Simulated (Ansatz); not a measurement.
The system is HfO2.

```xyz
6
Lattice="3.5580 0.0000 0.0000 0.0000 3.5580 0.0000 0.0000 0.0000 5.1719" Properties=species:S:1:pos:R:3 pbc="T T T"
Hf    0.0000    0.0000    0.0000
Hf    1.7790    1.7790    2.5859
O     0.0000    1.7790    1.0199
O     1.7790    0.0000    1.5660
O     1.7790    0.0000    4.1519
O     0.0000    1.7790    3.6059
```

Measurements of this composition are mostly on another form, of space group No. 14.

| Quantity | Value |
| --- | --- |
| Program | Ansatz 0.2.0 |
| Task | relaxation of cell and atoms |
| Functional | PBE |
| Dispersion | D4 |
| Potentials or basis | Ansatz PAW |
| Cutoff | 420 eV (not typed: the program's choice for these potentials) |
| k mesh | 8 × 8 × 5 |
| Occupations | fermi-dirac, width 0.05 eV |
| Spin | no spin polarisation |

At the start: volume 10.91 Å³/atom.

Task: Where does the relaxation end?

Result: It ends after 8 steps and the volume is 11.21 Å³/atom (+2.8 %); space group P4_2/nmc (No. 137, to 0.05 Å).

Step by step:
```csv
step,energy change (eV),largest force (eV/Å),volume (Å³)
1,0.0000,0.1192,65.47
2,-0.0226,0.0231,67.53
3,-0.0253,0.0037,67.21
4,-0.0253,0.0028,67.21
5,-0.0254,0.0000,67.20
6,-0.0352,0.0009,67.20
7,-0.0349,0.0001,67.28
8,-0.0353,0.0001,67.28
```

Final structure:
```
Hf O
1.0
     3.58905    0.00000    0.00000
     0.00000    3.58905    0.00000
     0.00000    0.00000    5.22338
Hf O
2 4
Direct
  0.00000 0.00000 0.00000
  0.50000 0.50000 0.50000
  0.00000 0.50000 0.19600
  0.50000 0.00000 0.30400
  0.50000 0.00000 0.80400
  0.00000 0.50000 0.69600
```

Caveat: the plane-wave basis is chosen anew once the cell has moved, so the energies of steps on either side of that aren't comparable; the pressure holds a Pulay correction of +0.8 GPa for the finite cutoff.
